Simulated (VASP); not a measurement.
# InAs: convergence, energy along a vibration (SMASS = -2)

InAs, Fm-3m (no. 225), atoms displaced along the mode, 2 atoms in the cell. PBE, energy along a line of displacements; PAW potentials In, As (PBE set). VASP 6.6.1.

Wanted: harmonic frequency within 1 %.

Space group without the displacement: Fm-3m (no. 225); Mode: optical mode at Gamma along x.

POSCAR:
```
InAs
1.0
    0.0000000000      2.8773040000      2.8773040000
    2.8773040000      0.0000000000      2.8773040000
    2.8773040000      2.8773040000      0.0000000000
In As
1 1
Direct
    0.5054893799      0.4945106201      0.4945106201
   -0.0084125227      0.0084125227      0.0084125227

    0.0078973074   0.0000000000   0.0000000000
   -0.0121026926   0.0000000000   0.0000000000
```

The series start from k mesh: 5 × 5 × 5; Cutoff (eV): 280; Step along the mode (Å): 0.02; Precision and projection: Accurate, reciprocal space. Each series keeps the choices made before it, and each single choice may use up half of a tolerance.

## k mesh

| k mesh | Harmonic frequency (THz) | Time (s) |
|---|---|---|
| 2 × 2 × 2 | 3.894 | 9.1 |
| 3 × 3 × 3 | 3.894 | 8.5 |
| 4 × 4 × 4 | 2.739 | 15 |
| 5 × 5 × 5 | 3.363 | 14 |
| 6 × 6 × 6 | 3.569 | 24 |
| 7 × 7 × 7 (reference) | 3.601 | 30 |

Chosen: 7 × 7 × 7; the next looser run is off by more than half of the tolerance, so convergence isn't shown beyond this value.

## Cutoff (eV)

| Cutoff (eV) | Harmonic frequency (THz) | Time (s) |
|---|---|---|
| 150 | 3.583 | 12 |
| 180 | 3.595 | 17 |
| 210 | 3.609 | 23 |
| 250 | 3.601 | 25 |
| 280 | 3.601 | 30 |
| 320 (reference) | 3.6 | 27 |

Chosen: 150, the loosest value from which every tighter one stays within half of the tolerance.

## Precision and projection

| Precision and projection | Harmonic frequency (THz) | Time (s) |
|---|---|---|
| Accurate, reciprocal space | 3.583 | 12 |
| Normal, reciprocal space | 3.61 | 8.8 |
| Normal, Auto | 3.67 | 12 |

Chosen: Accurate, reciprocal space; no other choice that stays within half of the tolerance saves 30 % of the time.

## All choices together

| Input | Harmonic frequency (THz) | Time (s) |
|---|---|---|
| defaults on a coarse mesh (naive) | 3.909 | 1.4 |
| chosen settings | 3.583 | 12 |
| reference settings throughout | 3.601 | 30 |

The chosen settings stay within the tolerance of the reference run, but the reference itself isn't shown to be converged in: k mesh.

## The input

INCAR:
```
  GGA = PE
  PREC = Accurate
  ENCUT = 150
  EDIFF = 1E-7
  ALGO = Normal
  LREAL = F
  LASPH = T
  ISMEAR = 0
  SIGMA = 0.03
  ISYM = 0
  LWAVE = F
  LCHARG = F
  IBRION = 0
  SMASS = -2
  POTIM = 1
  NSW = 9
  NELMIN = 4
  IWAVPR = 11
  KPAR = 2
```

KPOINTS:
```
Automatic mesh
0
Gamma
  7 7 7
  0 0 0
```

Commands:
```
cat potpaw_PBE.64/In/POTCAR potpaw_PBE.64/As/POTCAR > POTCAR
mpirun -np 2 vasp_std > vasp.out
```

The chosen input took VASP 6.6.1 12 s on 2 cores (Intel Xeon 6975P-C (Granite Rapids)), a shared host.
